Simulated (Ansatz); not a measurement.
**WSe₄ and its competing phases**

The calculation used DFT PBE, scalar-relativistic, plane waves, PAW (Ansatz). Settings: cutoff 420 eV, Γ-centred meshes spaced at most about 0.3 Å⁻¹, and about 0.25 Å⁻¹ or finer for metals (2π included), Gaussian smearing. Spin is collinear in cells that carry moments; the others ran without spin or lost their moments.

The zero of energy is the elements' standard structures at the same level; no fitted shifts are applied.

These are static total energies at zero pressure. No dispersion correction is applied, so the spacing and binding between layers, chains or molecules are poorly described (WSe2 P6_3/mmc). These runs have no spin–orbit coupling, which can matter for W. The reference form of Se is held partly by dispersion forces, which this level lacks. The magnetic state reached may not be the lowest.

The competitors are the elements and 3 reference phases of this chemical system (from databases or known types: WSe, WSe2, WSe3), relaxed at the same level; other known phases may be missing.

The candidate was reached from: random cell.

```yaml
crystal:
  lattice:
    - [-3.06833, 3.06833, 3.06833]
    - [3.06833, -3.06833, 3.06833]
    - [3.06833, 3.06833, -3.06833]
  atoms:
    - { symbol: Se, position: [0.50000, 0.50000, 0.50000] }
    - { symbol: Se, position: [0.00000, 0.00000, 0.50000] }
    - { symbol: Se, position: [0.00000, 0.50000, 0.00000] }
    - { symbol: Se, position: [0.50000, 0.00000, 0.00000] }
    - { symbol: W, position: [0.00000, 0.00000, 0.00000] }
```

Question: Where does it stand against these competitors?

Answer: Not stable. Its formation energy is 0.591 eV/atom. The lowest competing mixture at this composition is this:

```csv
phase,space group,source,share of atoms,ΔE_f (eV/atom)
Se,-,element,0.4000,0.000
WSe2,P6_3/mmc (No. 194),COD,0.6000,-0.561
```

The mixture lies at -0.337 eV/atom, and the candidate lies 0.93 eV/atom above it. The candidate matches no cell in the subsets of the Crystallography Open Database and the Materials Project at hand. The margin is far too high for a likely synthesis. It carries parallel moments up to 0.8 μB.
